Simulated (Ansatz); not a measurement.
BN, a slab with vacuum:

```xyz
8
Lattice="2.5040 0.0000 0.0000 -1.2520 2.1685 0.0000 0.0000 0.0000 24.9918" Properties=species:S:1:pos:R:3 pbc="T T T"
B     1.2520    0.7228    7.5000
N     0.0000    1.4457    7.5000
B     0.0000    1.4457   10.8306
N     1.2520    0.7228   10.8306
B     1.2520    0.7228   14.1612
N     0.0000    1.4457   14.1612
B     0.0000    1.4457   17.4918
N     1.2520    0.7228   17.4918
```

The cell isn't the ideal one: the (0 0 1) slab of BN, cut from the database cell, not relaxed.

Base run:

| Item | Value |
| --- | --- |
| Program | Ansatz 0.2.0 |
| Functional | PBEsol |
| Potentials or basis | Ansatz PAW |
| Cutoff | 420 eV (not typed: the program's choice for these potentials) |
| k mesh | 12 × 12 × 1 |
| Occupations | fermi-dirac, width 0.05 eV |
| Spin | no spin polarisation |

Its results: band gap on the k mesh 4.25 eV, indirect (least direct gap 4.63 eV); largest force 0.051 eV/Å.

Question: The run is repeated on the same cell with these changes: functional from PBEsol to revPBE. What comes out?

Answer: Band gap on the k mesh 4.43 eV, indirect (least direct gap 4.74 eV); largest force 0.087 eV/Å.

Caveats: the PAW data sets come from PBE, with cores solved anew for the run's functional, which leaves a small shift of forces and pressure.

A k mesh can miss the band edges.
